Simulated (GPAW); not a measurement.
# Cr (Im-3m) in GPAW: notebook, part 2 of 2

GPAW 26.7.0. The steps go on from the part before.

**3. Elastic constants, PBE+D3(BJ), collinear spin, ferromagnetic start, 13.08 Å³/atom**

Contents of run.py:

```python
import json
import numpy as np
import spglib
from ase.calculators.mixing import SumCalculator
from ase.constraints import FixSymmetry
from ase.filters import FrechetCellFilter
from ase.io import write
from ase.optimize import BFGS
from ase.spacegroup import crystal
from ase.stress import full_3x3_to_voigt_6_stress, voigt_6_to_full_3x3_strain, voigt_6_to_full_3x3_stress
from ase.units import GPa
from dftd3.ase import DFTD3
from gpaw import GPAW, PW

# Cr 2a
atoms = crystal(['Cr'],
                basis=[[0.0, 0.0, 0.0]],
                spacegroup=229, setting=1,  # Im-3m
                cellpar=[2.96889936, 2.96889936, 2.96889936, 90.0, 90.0, 90.0],
                primitive_cell=True)
atoms.set_initial_magnetic_moments([3.0])

calc = GPAW(mode=PW(600),
            xc='PBE',
            kpts={'size': (12, 12, 12), 'gamma': True},
            occupations={'name': 'fermi-dirac', 'width': 0.05},
            setups={'Cr': 'v3'},
            nbands=-8,
            convergence={'density': 1e-06, 'eigenstates': 1e-09},
            maxiter=150,
            txt='gpaw.txt')
atoms.calc = SumCalculator([calc, DFTD3(method='pbe', damping='d3bj')])
atoms.set_constraint(FixSymmetry(atoms))
BFGS(FrechetCellFilter(atoms), trajectory='relax.traj', logfile='-').run(fmax=0.005, steps=40)
atoms.set_constraint()
energy = atoms.get_potential_energy()
forces = atoms.get_forces()
stress = atoms.get_stress()
calc.write('gs.gpw')
write('result.traj', atoms)
print('Cell:', atoms.cell.cellpar().round(4))
print(atoms.get_scaled_positions().round(5))

gpts = tuple(int(n) for n in calc.get_number_of_grid_points())
cell = atoms.cell[:].T
dataset = spglib.get_symmetry((atoms.cell[:], atoms.get_scaled_positions(), atoms.numbers), symprec=1e-4)
rotations = [cell @ w @ np.linalg.inv(cell) for w in dataset['rotations']]
strains, clamped, relaxed = [], [], []
for v in [0, 3]:
    for e in (-0.01, 0.01):
        voigt = np.zeros(6)
        voigt[v] = e
        F = voigt_6_to_full_3x3_strain(voigt)
        a = atoms.copy()
        a.set_cell(atoms.cell[:] @ F, scale_atoms=True)
        c = GPAW(mode=PW(600),
                 xc='PBE',
                 kpts={'size': (12, 12, 12), 'gamma': True},
                 occupations={'name': 'fermi-dirac', 'width': 0.05},
                 setups={'Cr': 'v3'},
                 nbands=-8,
                 convergence={'density': 1e-06, 'eigenstates': 1e-09},
                 maxiter=150,
                 gpts=gpts,
                 txt=f'strain-{v}{e:+.3f}.txt')
        a.calc = SumCalculator([c, DFTD3(method='pbe', damping='d3bj')])
        s0 = s1 = a.get_stress() - stress
        print(v, e, 'clamped', (s0 / GPa).round(3), 'relaxed', (s1 / GPa).round(3), flush=True)
        for R in rotations:  # images under the point group
            eps = R @ (F - np.eye(3)) @ R.T
            strains.append(full_3x3_to_voigt_6_stress(eps) * [1, 1, 1, 2, 2, 2])
            for s, rows in ((s0, clamped), (s1, relaxed)):
                rows.append(full_3x3_to_voigt_6_stress(R @ voigt_6_to_full_3x3_stress(s) @ R.T))

C0, C = (np.linalg.lstsq(np.array(strains), np.array(s), rcond=None)[0].T / GPa for s in (clamped, relaxed))
print('Clamped-ion Cij (GPa):')
print(C0.round(1))
print('Relaxed-ion Cij (GPa):')
print(C.round(1))
json.dump({'clamped': C0.tolist(), 'relaxed': C.tolist()}, open('elastic.json', 'w'))
```

Potentials or basis: GPAW PAW data sets (gpaw-data 1.2.1), newer versions, pw.

The run is started by

```console
OMP_NUM_THREADS=1 python run.py
```

gpaw.txt:

```text
__  _  _
 | _ |_)|_||  |
 |__||  | ||/\| - 26.7.0

Input parameters:
  mode=PW(ecut=600.0),
  convergence={'density': 1e-06, 'eigenstates': 1e-09},
  kpts=MonkhorstPack(size=(12, 12, 12), gamma=True),
  maxiter=150,
  nbands=-8,
  occupations=Occupations(name='fermi-dirac', width=0.05),
  setups={'Cr': 'v3'},
  xc=XC(name='PBE')

Diagonalizing LCAO Hamiltonian
Converting LCAO to pw mode

       Cr

Atoms  # Å, Bohr magnetons
|   | symbol |        x |        y |        z |    initial magnetic moments |
|---|--------|----------|----------|----------|-----------------------------|
| 0 |     Cr | 0.000000 | 0.000000 | 0.000000 | ( 0.0000,  0.0000,  3.0000) |
[... 168 lines left out ...]
SCF iterations
|iter     | |      energy | eigst |  dens |  magmom |
|---------|-|-------------|-------|-------|---------|
|iter:   1| |   -8.426659 | -0.85 |       |  +2.9936|
|iter:   2| |   -8.466234 | -3.14 | -0.82 |  +2.9117|
|iter:   3| |   -9.210592 | -2.55 | -0.83 |  +1.1716|
|iter:   4| |   -9.365967 | -2.63 | -1.16 |  -0.3339|
|iter:   5| |   -9.375889 | -3.06 | -1.43 |  +0.0224|
|iter:   6| |   -9.372416 | -3.88 | -1.89 |  +0.1845|
|iter:   7| |   -9.377080c| -3.92 | -1.88 |  -0.0640|
|iter:   8| |   -9.377500c| -4.70 | -2.22 |  -0.0109|
|iter:   9| |   -9.377584c| -5.99 | -3.02 |  -0.0049|
|iter:  10| |   -9.377606c| -6.28 | -3.38 |  -0.0000|
|iter:  11| |   -9.377606c| -8.21 | -4.47 |  +0.0000|
|iter:  12| |   -9.377606c| -8.80 | -4.86 |  -0.0000|
|iter:  13| |   -9.377606c|-10.19c| -5.99 |  +0.0000|
|iter:  14| |   -9.377606c|-10.61c| -6.36c|  -0.0000|

Converged in 14 steps
Energy contributions relative to reference atoms: (reference = -28586.150033)

Energy contributions:
  Kinetic:          -3.617811
  Coulomb:          -3.145838
  Zero:              0.172376
  External:          0.000000
  Xc:               -2.783308
  Entropy:          -0.006050
  Spinorbit:         0.000000
  ----------------------------
  Free energy:      -9.380631
  Extrapolated:     -9.377606
[... 31 lines left out ...]
No gap
No difference between direct/indirect transitions

Stress tensor  # eV/Ang^3
|        x |         y |         z |
|----------|-----------|-----------|
| 0.153632 |  0.000000 |  0.000000 |
| 0.000000 |  0.153632 | -0.000000 |
| 0.000000 | -0.000000 |  0.153632 |

Forces  # eV/Ang
|        x |       y |        z |
|----------|---------|----------|
| -0.00000 | 0.00000 | -0.00000 |  # Cr   0

Interpolating wave functions to new cell

       Cr
[... 235 lines left out ...]
Stress tensor  # eV/Ang^3
|         x |         y |         z |
|-----------|-----------|-----------|
|  0.029712 | -0.000000 | -0.000000 |
| -0.000000 |  0.029712 |  0.000000 |
| -0.000000 |  0.000000 |  0.029712 |

Forces  # eV/Ang
|       x |       y |       z |
|---------|---------|---------|
| 0.00000 | 0.00000 | 0.00000 |  # Cr   0

Interpolating wave functions to new cell

       Cr
[... 235 lines left out ...]
Stress tensor  # eV/Ang^3
|         x |         y |         z |
|-----------|-----------|-----------|
| -0.064166 |  0.000000 | -0.000000 |
|  0.000000 | -0.064166 |  0.000000 |
| -0.000000 |  0.000000 | -0.064166 |

Forces  # eV/Ang
|       x |        y |       z |
|---------|----------|---------|
| 0.00000 | -0.00000 | 0.00000 |  # Cr   0

Interpolating wave functions to new cell

       Cr
[... 202 lines left out ...]
Total magnetic moment: (0.000000, 0.000000, -0.000000)

Local magnetic moments
|        x |        y |        z |
|----------|----------|----------|
| 0.000000 | 0.000000 | 0.000000 |  # Cr   0

Fermi level: 12.977
Eigenvalues  # (at kpt = [-0.000, -0.000, -0.000])
| band index |      eig [eV] | occ [0-1] |      eig [eV] | occ [0-1] |
|------------|---------------|-----------|---------------|-----------|
|          0 |       -58.961 |     1.000 |       -58.961 |     1.000 |
|          1 |       -29.664 |     1.000 |       -29.664 |     1.000 |
|          2 |       -29.664 |     1.000 |       -29.664 |     1.000 |
|          3 |       -29.664 |     1.000 |       -29.664 |     1.000 |
|          4 |         4.988 |     1.000 |         4.988 |     1.000 |
|          5 |        12.061 |     1.000 |        12.061 |     1.000 |
[... 14 lines left out ...]
Stress tensor  # eV/Ang^3
|         x |         y |         z |
|-----------|-----------|-----------|
| -0.046110 |  0.000000 |  0.000000 |
|  0.000000 | -0.046110 |  0.000000 |
|  0.000000 |  0.000000 | -0.046110 |

Forces  # eV/Ang
|        x |        y |        z |
|----------|----------|----------|
| -0.00000 | -0.00000 | -0.00000 |  # Cr   0

Interpolating wave functions to new cell

       Cr
[... 173 lines left out ...]
SCF iterations
|iter     | |      energy | eigst |  dens |  magmom |
|---------|-|-------------|-------|-------|---------|
|iter:   1| |   -9.498943 | -5.20 |       |  -0.0000|
|iter:   2| |   -9.498942 | -7.71 | -3.49 |  -0.0000|
|iter:   3| |   -9.498945c| -6.73 | -3.56 |  -0.0000|
|iter:   4| |   -9.498946c| -8.70 | -4.43 |  +0.0000|
|iter:   5| |   -9.498946c| -8.18 | -4.61 |  +0.0000|
|iter:   6| |   -9.498946c| -9.53c| -5.71 |  +0.0000|
|iter:   7| |   -9.498946c| -9.77c| -6.05c|  -0.0000|

Converged in 7 steps
Energy contributions relative to reference atoms: (reference = -28586.150033)

Energy contributions:
  Kinetic:           4.253500
  Coulomb:          -9.189261
  Zero:              0.182421
  External:          0.000000
  Xc:               -4.743726
  Entropy:          -0.003760
  Spinorbit:         0.000000
  ----------------------------
  Free energy:      -9.500826
  Extrapolated:     -9.498946
[... 34 lines left out ...]
Stress tensor  # eV/Ang^3
|         x |         y |         z |
|-----------|-----------|-----------|
| -0.047028 |  0.000000 |  0.000000 |
|  0.000000 | -0.047028 | -0.000000 |
|  0.000000 | -0.000000 | -0.047028 |

Forces  # eV/Ang
|       x |       y |       z |
|---------|---------|---------|
| 0.00000 | 0.00000 | 0.00000 |  # Cr   0

# Writing to gs.gpw (mode='')
```

stdout:

```text
Step          Energy          fmax
BFGS:    0       -9.811972        2.463986
BFGS:    1       -9.988784        0.854511
BFGS:    2      -10.007051        0.181064
BFGS:    3      -10.008121        0.009812
BFGS:    4      -10.008127        0.000021
Cell: [  2.4438   2.4438   2.4438 109.4712 109.4712 109.4712]
[[0. 0. 0.]]
0 -0.01 clamped [-5.691 -1.435 -1.435  0.     0.    -0.   ] relaxed [-5.691 -1.435 -1.435  0.     0.    -0.   ]
0 0.01 clamped [ 5.252  1.351  1.351  0.    -0.    -0.   ] relaxed [ 5.252  1.351  1.351  0.    -0.    -0.   ]
3 -0.01 clamped [ 0.011 -0.044 -0.044 -1.151 -0.     0.   ] relaxed [ 0.011 -0.044 -0.044 -1.151 -0.     0.   ]
3 0.01 clamped [ 0.011 -0.044 -0.044  1.151 -0.     0.   ] relaxed [ 0.011 -0.044 -0.044  1.151 -0.     0.   ]
Clamped-ion Cij (GPa):
[[547.2 139.3 139.3   0.   -0.   -0. ]
 [139.3 547.2 139.3  -0.    0.    0. ]
 [139.3 139.3 547.2   0.   -0.   -0. ]
 [ -0.    0.   -0.  115.1  -0.   -0. ]
 [  0.   -0.    0.    0.  115.1  -0. ]
 [ -0.   -0.    0.   -0.   -0.  115.1]]
Relaxed-ion Cij (GPa):
[[547.2 139.3 139.3   0.   -0.   -0. ]
 [139.3 547.2 139.3  -0.    0.    0. ]
 [139.3 139.3 547.2   0.   -0.   -0. ]
 [ -0.    0.   -0.  115.1  -0.   -0. ]
 [  0.   -0.    0.    0.  115.1  -0. ]
 [ -0.   -0.    0.   -0.   -0.  115.1]]
```

Wall time 6.3 min (1 thread of Arm Neoverse V1, shared host); peak memory 0.26 GiB.

What came out:

```
Free energy                                  : -10.0100 eV
Relaxed volume                               : 11.24 Å³/atom
Relaxed cell                                 : a = 2.444 Å, b = 2.444 Å, c = 2.444 Å, α = 109.47°, β = 109.47°, γ = 109.47°
Space group after relaxing (to 0.05 Å)       : Im-3m (No. 229)
Pressure after relaxing                      : 0.0 GPa
Band gap on the k mesh                       : none (metal or under the smearing width)
Net moment                                   : 0.00 μB per cell
Elastic constants C11, C12, C44              : 547, 139, 115 GPa
Voigt bulk modulus                           : 275 GPa
Bulk modulus (Hill)                          : 275 GPa
Shear modulus (Hill)                         : 145 GPa
Young's modulus                              : 370 GPa
Poisson's ratio (from the elastic constants) : 0.28
Dispersion energy per atom                   : -0.509 eV
```

Caveat: the density grid can change from cell to cell, which puts small steps into energies and stress; the starting moments collapsed, and a magnetic state may lie lower; elastic constants of metals need much finer meshes, so these are rough; pairwise dispersion overbinds metals, which lowers pressure and volume.
